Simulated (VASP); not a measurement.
Cu2O, 6 atoms in the cell. It takes space group Pn-3m (No. 224, cubic). The conventional cell has a = 4.260 Å, b = 4.260 Å, c = 4.260 Å, α = 90.00°, β = 90.00°, γ = 90.00°. Around Cu (site symmetry -3m) lie 2 O at 1.84 Å. O (site symmetry -43m) is surrounded by 4 Cu at 1.84 Å. 

* Program: VASP 6.6.1
* Task: single point
* Functional: PBE0
* Potentials or basis: VASP PAW PBE potentials, release 64 (Cu, O)
* Cutoff: 520 eV
* k mesh: 4 × 4 × 4
* Occupations: fermi-dirac, width 0.05 eV
* Spin: no spin polarisation
* Grid for exact exchange (PRECFOCK): Fast
* Exchange at q = 0: truncated
* Further INCAR settings: ALGO = Normal; EDIFF = 1e-06; NBANDS = 37

Potentials or basis: VASP PAW PBE potentials, release 64 (Cu, O).

Launch:

```sh
$ cat potpaw_PBE.64/Cu/POTCAR potpaw_PBE.64/O/POTCAR > POTCAR
$ cp INCAR.step1 INCAR
$ mpirun -np 1 vasp_std > vasp.out
$ cp INCAR.step2 INCAR
$ mpirun -np 1 vasp_std > vasp.out
```

Hardware: 1 thread of Intel(R) Xeon(R) 6975P-C (Granite Rapids), with other jobs on the host.

Question: Estimate the wall time of this run.

Answer: It took 20 min on 1 thread of Intel(R) Xeon(R) 6975P-C (Granite Rapids) (shared host), peak memory 0.21 GiB. Counts: scf iterations 11, k points 10.
